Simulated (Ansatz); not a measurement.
# Si: single points about a listed cell

How do energy, forces, pressure and gap of Si change under moves of single atoms, further strains and shifts, swapped elements, distortions that keep the symmetry? Each case is one self-consistent run.

Computed with Ansatz 0.2.0 (DFT PBEsol, scalar-relativistic, plane waves, PAW, unless a step's input says otherwise).

1 further run of the same task is left out (set aside as unsound or not needed).

## 1. The starting structure

It takes space group Fd-3m (No. 227, cubic). Conventional cell: a = 5.431 Å, b = 5.431 Å, c = 5.431 Å, α = 90.00°, β = 90.00°, γ = 90.00°. Si (site symmetry -43m) is surrounded by 4 Si at 2.35 Å.

Structure file:

```
Si
1.0
     0.00000    2.71547    2.71547
     2.71547    0.00000    2.71547
     2.71547    2.71547    0.00000
Si
2
Direct
  0.50000 0.50000 0.50000
  0.75000 0.75000 0.75000
```

The structure comes from the Crystallography Open Database.

## 2. A distortion of lower symmetry

The change: strain xx, yy, zz, yz, xz, xy = +5.5, +5.5, -0.5, +0.0, +0.0, +0.0 %.

input.yaml reads:

```yaml
crystal:
  lattice:
    - [0.0, 2.8647122312, 2.7017840312]
    - [2.8647122312, 0.0, 2.7017840312]
    - [2.8647122312, 2.8647122312, 0.0]
  atoms:
    - { symbol: Si, position: [0.5, 0.5, 0.5] }
    - { symbol: Si, position: [0.75, 0.75, 0.75] }
basis:
  ecutwfc: 420
kpoints:
  mp_grid: { grid: [12, 12, 12] }
hamiltonian:
  xc: pbesol
scf:
  occupations: { method: gaussian, width: 0.05 }
output:
  forces: true
  stress: true
  eigenvalues: true
  populations: true
```

Command:

```
$ ansatz run input.yaml --threads 1 --pin off --max-ram 1331MiB --backend cpu --events-out ev --progress --plain --runs-dir out
```

## 3. A change within a subgroup

input.yaml reads:

```yaml
crystal:
  lattice:
    - [0.0, 2.7603024097, 2.7603024097]
    - [2.6516836097, 0.1086188, 2.6516836097]
    - [2.7603024097, 2.7603024097, 0.0]
  atoms:
    - { symbol: Si, position: [0.4893692387, 0.531892284, 0.4893692387] }
    - { symbol: Si, position: [0.7606307613, 0.718107716, 0.7606307613] }
basis:
  ecutwfc: 420
kpoints:
  mp_grid: { grid: [12, 12, 12] }
hamiltonian:
  xc: pbesol
scf:
  occupations: { method: gaussian, width: 0.05 }
output:
  forces: true
  stress: true
  eigenvalues: true
```

## 4. A single atom displaced

input.yaml reads:

```yaml
crystal:
  lattice:
    - [0.0, 2.71547, 2.71547]
    - [2.71547, 0.0, 2.71547]
    - [2.71547, 2.71547, 0.0]
  atoms:
    - { symbol: Si, position: [0.4585707078, 0.5414292922, 0.5414292922] }
    - { symbol: Si, position: [0.75, 0.75, 0.75] }
basis:
  ecutwfc: 420
kpoints:
  mp_grid: { grid: [12, 12, 12] }
hamiltonian:
  xc: pbesol
scf:
  occupations: { method: gaussian, width: 0.05 }
output:
  forces: true
  stress: true
  eigenvalues: true
```

## 5. A single atom displaced

input.yaml, as its differences from that of step 4:

```diff
@@ -6,4 +6,4 @@
   atoms:
-    - { symbol: Si, position: [0.4585707078, 0.5414292922, 0.5414292922] }
-    - { symbol: Si, position: [0.75, 0.75, 0.75] }
+    - { symbol: Si, position: [0.5, 0.5, 0.5] }
+    - { symbol: Si, position: [0.7154332399, 0.7910370949, 0.7554741905] }
 basis:
```

## 6. A distortion that keeps the symmetry

input.yaml reads:

```yaml
crystal:
  lattice:
    - [0.0, 2.837937697, 2.837937697]
    - [2.837937697, 0.0, 2.837937697]
    - [2.837937697, 2.837937697, 0.0]
  atoms:
    - { symbol: Si, position: [0.5, 0.5, 0.5] }
    - { symbol: Si, position: [0.75, 0.75, 0.75] }
basis:
  ecutwfc: 420
kpoints:
  mp_grid: { grid: [12, 12, 12] }
hamiltonian:
  xc: pbesol
scf:
  occupations: { method: gaussian, width: 0.05 }
output:
  forces: true
  stress: true
  eigenvalues: true
  populations: true
```

## 7. Substitution of an element, cell strained: Si → Sn, first probe

input.yaml reads:

```yaml
crystal:
  lattice:
    - [0.0, 3.2229113467, 3.2229113467]
    - [3.2229113467, 0.0, 3.2229113467]
    - [3.2229113467, 3.2229113467, 0.0]
  atoms:
    - { symbol: Sn, position: [0.5, 0.5, 0.5] }
    - { symbol: Sn, position: [0.75, 0.75, 0.75] }
basis:
  ecutwfc: 420
kpoints:
  mp_grid: { grid: [6, 6, 6] }
hamiltonian:
  xc: pbesol
scf:
  occupations: { method: gaussian, width: 0.1 }
output:
  forces: true
  stress: true
  eigenvalues: true
```

## 8. Substitution of an element, cell strained: Si → Sn

input.yaml, as its differences from that of step 7:

```diff
@@ -11,3 +11,3 @@
 kpoints:
-  mp_grid: { grid: [6, 6, 6] }
+  mp_grid: { grid: [12, 12, 12] }
 hamiltonian:
```

## 9. One atom moved

input.yaml reads:

```yaml
crystal:
  lattice:
    - [0.0, 2.71547, 2.71547]
    - [2.71547, 0.0, 2.71547]
    - [2.71547, 2.71547, 0.0]
  atoms:
    - { symbol: Si, position: [0.5425064538, 0.5227787455, 0.5020604168] }
    - { symbol: Si, position: [0.75, 0.75, 0.75] }
basis:
  ecutwfc: 420
kpoints:
  mp_grid: { grid: [12, 12, 12] }
hamiltonian:
  xc: pbesol
scf:
  occupations: { method: gaussian, width: 0.05 }
output:
  forces: true
  stress: true
  eigenvalues: true
```

## 10. A distortion of lower symmetry

input.yaml reads:

```yaml
crystal:
  lattice:
    - [-0.070873767, 2.8480664001, 2.8480664001]
    - [2.6350649333, -0.0208005002, 2.7979931333]
    - [2.6350649333, 2.7979931333, -0.0208005002]
  atoms:
    - { symbol: Si, position: [0.4227415185, 0.5350397731, 0.5350397731] }
    - { symbol: Si, position: [0.8272584815, 0.7149602269, 0.7149602269] }
basis:
  ecutwfc: 420
kpoints:
  mp_grid: { grid: [12, 12, 12] }
hamiltonian:
  xc: pbesol
scf:
  occupations: { method: gaussian, width: 0.05 }
output:
  forces: true
  stress: true
  eigenvalues: true
  populations: true
```

**Question.** What will these runs give? Wanted: for each run, case; energy; pressure; largest force.

The runs gave:

```
step                                                case  energy (meV/atom)  pressure (GPa)  largest force (eV/Å)  gap on the mesh (eV)
   2                      a distortion of lower symmetry               +0.0            -7.6                  0.00                  0.06
   3                          a change within a subgroup               +4.0             0.5                  1.34                  0.00
   4                             a single atom displaced              +93.7             1.8                  2.78                  0.00
   5                             a single atom displaced               +9.4             0.9                  2.12                  0.00
   6                a distortion that keeps the symmetry              +22.3            -9.2                  0.00                  0.67
   8  substitution of an element, cell strained: Si → Sn                n/a             2.0                  0.00                  0.00
   9                                      one atom moved             +125.0             2.3                  3.72                  0.00
  10                      a distortion of lower symmetry             +889.3             4.6                  8.88                  0.00
```

Energies are counted from step 2, with the smearing taken to zero. Other atoms or functionals have another zero of energy (n/a). A gap of 0.00 means none on the mesh at this level.

What this shows: Among the distorted cells of the listed formula and level the largest force, 8.88 eV/Å, comes in step 10, shared by 2 atoms. Among the distorted cells of the listed formula and level the gap runs from none (metal) to 0.67 eV.

These are semilocal Kohn-Sham gaps, which aren't the measured quantity. Such gaps usually fall short of the measured ones.
